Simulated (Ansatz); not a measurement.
# Sn: the cost of one run

Program: Ansatz 0.2.0. Level of theory: DFT LDA, scalar-relativistic, plane waves, PAW. These are calculated values, not measurements.

3 further runs of the same task are left out: 3 set aside as unsound or not needed.

## 1. The starting structure

Symmetry: I4/mmm, No. 139, tetragonal system. Conventional cell: a = 3.263 Å, b = 3.263 Å, c = 4.858 Å, α = 90.00°, β = 90.00°, γ = 90.00°. Around Sn (site symmetry 4/mmm) lie 12 Sn at 3.26 to 3.35 Å.

Structure file:

```cif
data_structure
_symmetry_space_group_name_H-M 'I4/mmm'
_symmetry_Int_Tables_number 139
_cell_length_a 3.2627
_cell_length_b 3.2627
_cell_length_c 4.8580
_cell_angle_alpha 90.000
_cell_angle_beta 90.000
_cell_angle_gamma 90.000
_cell_volume 51.71
loop_
_atom_site_label
_atom_site_type_symbol
_atom_site_symmetry_multiplicity
_atom_site_Wyckoff_symbol
_atom_site_fract_x
_atom_site_fract_y
_atom_site_fract_z
_atom_site_occupancy
Sn1 Sn 2 a 0.00000 0.00000 0.00000 1
```

This cell was relaxed beforehand with the same method: volume 25.86 Å³/atom, gap on the mesh none (metal).

## 2. The reference run

Contents of input.yaml:

```yaml
crystal:
  lattice:
    - [-1.6313453157, 1.6313453157, 2.4290088677]
    - [1.6313453157, -1.6313453157, 2.4290088677]
    - [1.6313453157, 1.6313453157, -2.4290088677]
  atoms:
    - { symbol: Sn, position: [0.0, 0.0, 0.0] }
basis:
  ecutwfc: 420
kpoints:
  mp_grid: { grid: [20, 20, 20] }
hamiltonian:
  xc: lda
scf:
  occupations: { method: fermi_dirac, width: 0.15 }
output:
  forces: true
  stress: true
  eigenvalues: true
elastic:
  mode: relaxed_ion
  stencil: two_point
```

This input was run earlier.

## 3. Changed: k mesh 24×24×24

Contents of input.yaml:

```yaml
crystal:
  lattice:
    - [-1.6313453157, 1.6313453157, 2.4290088677]
    - [1.6313453157, -1.6313453157, 2.4290088677]
    - [1.6313453157, 1.6313453157, -2.4290088677]
  atoms:
    - { symbol: Sn, position: [0.0, 0.0, 0.0] }
basis:
  ecutwfc: 420
kpoints:
  mp_grid: { grid: [24, 24, 24] }
hamiltonian:
  xc: lda
scf:
  occupations: { method: fermi_dirac, width: 0.15 }
output:
  forces: true
  stress: true
  eigenvalues: true
elastic:
  mode: relaxed_ion
  stencil: two_point
```

On the command line:

```console
$ ansatz run input.yaml --threads 1 --pin off --max-ram 3072MiB --backend cpu --events-out ev --progress --plain --runs-dir out
```

**Question.** How long does this run take on 1 thread of Intel Xeon Platinum 8375C at 2.90GHz (Ice Lake), shared host, and how much memory does it need?

About 5.5 min, with a peak of 1.4 GiB.
